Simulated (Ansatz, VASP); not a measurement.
## One calculation of Ti, two programs

The input INCAR:

```
ALGO     = Fast           # electronic algorithm
EDIFF    = 1E-7           # SCF threshold, eV
ENCUT    = 520            # plane-wave cutoff, eV
GGA      = PS             # functional
ISIF     = 2              # what is computed and relaxed
ISMEAR   = 0              # smearing method
LASPH    = True           # aspherical terms in the spheres
LCHARG   = False          # write CHGCAR
LREAL    = False          # projectors in reciprocal space
LWAVE    = False          # write WAVECAR
NBANDS   = 12             # bands
NELM     = 100            # most SCF steps
PREC     = Accurate       # precision mode
SIGMA    = 0.15           # smearing width, eV
```

Contents of KPOINTS:

```
k-points
0
Gamma
  22 22 22
```

POSCAR

```
Ti
1.0
   -1.4888676499      1.4888676499      2.1633246953
    1.4888676499     -1.4888676499      2.1633246953
    1.4888676499      1.4888676499     -2.1633246953
Ti
1
Direct
    0.0000000000      0.0000000000      0.0000000000
```

Input for Ansatz:

```yaml
crystal:
  lattice:
    - [-1.4888676499, 1.4888676499, 2.1633246953]
    - [1.4888676499, -1.4888676499, 2.1633246953]
    - [1.4888676499, 1.4888676499, -2.1633246953]
  atoms:
    - { symbol: Ti, position: [0.0, 0.0, 0.0] }
basis:
  ecutwfc: 520.0
kpoints:
  mp_grid: { grid: [22, 22, 22] }
hamiltonian:
  xc: pbesol
  pseudopotentials: { kind: paw, azcp: { folder: soft_1 } }
scf:
  occupations: { method: gaussian, width: 0.15 }
output:
  forces: true
  stress: true
  eigenvalues: true
```

Alike in both runs: task single point; functional PBEsol; k mesh 22 × 22 × 22; occupations gaussian, width 0.15 eV; no spin polarisation.

|  | VASP | Ansatz |
| --- | --- | --- |
| version | VASP 6.6.1 | Ansatz 0.2.0 |
| potentials or method | VASP PAW PBE potentials, release 64 (Ti_sv) | scalar-relativistic, plane waves, PAW |
| plane-wave cutoff (eV) | 520 | 520 |
| valence electrons in the cell | 12 | 12 |

Ansatz gave:

| Quantity | Value |
| --- | --- |
| gap on the k mesh at the Fermi level (eV) | none |
| pressure (GPa) | -12.5 |
| largest component of the traceless stress (GPa) | 0.59 |

**Question.** Estimate VASP's values.

**Answer.** gap on the k mesh at the Fermi level (eV): none; pressure (GPa): -12.6; largest component of the traceless stress (GPa): 0.59.

A gap of «none» marks a metal or a gap that the smearing closes. Ansatz warned: «pseudo_functional_mismatch».

Caveats: the PAW data sets were made with another functional, which shifts forces and pressure a little (VASP).
